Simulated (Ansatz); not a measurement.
CsBr under changes of volume

One of the cells (40.468 Å³/atom); the others are scaled copies at fixed shape and fractional positions:

```
Cs Br
1.0
     4.32562    0.00000    0.00000
     0.00000    4.32562    0.00000
     0.00000    0.00000    4.32562
Cs Br
1 1
Direct
  0.00000 0.00000 0.00000
  0.50000 0.50000 0.50000
```

The cell comes from a database or a generator and needn't be the stable form of this composition.

```yaml
Program: Ansatz 0.2.0
Functional: PBE
Potentials_or_basis: SPMS NC
Cutoff: "408 eV (not typed: the program's choice for these potentials)"
k_mesh: 6 × 6 × 6
Occupations: fermi-dirac, width 0.05 eV
Spin: no spin polarisation
```

| volume (Å³/atom) | energy over the lowest point (meV/atom) | pressure (GPa) | gap on the mesh (eV) |
| --- | --- | --- | --- |
| 38.040 | 19.60 | 1.7 | 4.66 |
| 38.850 | ? | ? | ? |
| 39.659 | 6.79 | 0.9 | 4.50 |
| 40.468 | 3.04 | 0.6 | 4.42 |
| 41.278 | 0.85 | 0.3 | 4.34 |
| 42.087 | 0.00 | 0.0 | 4.27 |
| 42.896 | 0.36 | -0.2 | 4.20 |

What does the run at 38.850 Å³/atom give?

Energy over the lowest point 12.25 meV/atom; pressure 1.3 GPa; gap on the mesh 4.58 eV.

Worked out: A Birch-Murnaghan fit of order 3 (a polynomial in V^(-2/3)) to the other rows has its minimum at 42.23 Å³/atom with B0 = V·E''(V) = 12.2 GPa and B' = 5.0. It gives 12.23 meV/atom at 38.850 Å³/atom, against the run's 12.25, and -dE/dV = 1.3 GPa, against 1.3. A straight line through the other rows of the gap, of slope -3.85 eV per unit of ln V, gives 4.58 eV, against the run's 4.58.

Energies are extrapolated to zero smearing.

Caveats: spin-orbit coupling is left out, which moves the levels of the heavy elements.
